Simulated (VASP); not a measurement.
Ge, 2 atoms in the cell. The cell holds a sheet with vacuum, 2 atoms: a = 4.020 Å, b = 4.020 Å, c = 16.680 Å, α = 90.00°, β = 90.00°, γ = 120.00°. The cell was built by a generator and needn't be a form met in nature.

| Item | Value |
| --- | --- |
| Program | VASP 6.6.1 |
| Task | work function |
| Functional | PBE |
| Potentials or basis | VASP PAW PBE potentials, release 64 (Ge_d) |
| Cutoff | 520 eV |
| k mesh | 12 × 12 × 1 |
| Occupations | gaussian, width 0.03 eV |
| Spin | non-collinear spin, zero start, spin-orbit coupling |
| Starting moments | [[0.0, 0.0, 0.0], [0.0, 0.0, 0.0]] μB |
| Dipole correction | yes |
| Further INCAR settings | ALGO = Fast; EDIFF = 1e-07 |

Potentials or basis: VASP PAW PBE potentials, release 64 (Ge_d).

Run with:

```console
$ cat potpaw_PBE.64/Ge_d/POTCAR > POTCAR
$ mpirun -np 4 vasp_ncl > vasp.out
```

Hardware: 4 MPI ranks on Intel(R) Xeon(R) Platinum 8488C (Sapphire Rapids), on a shared host.

Problem. Estimate the wall time of this run.

Solution. Run time: 4.7 min on 4 MPI ranks on Intel(R) Xeon(R) Platinum 8488C (Sapphire Rapids), with other jobs on the host, peak memory 0.98 GiB a rank. Counts: scf iterations 23, k points 19.
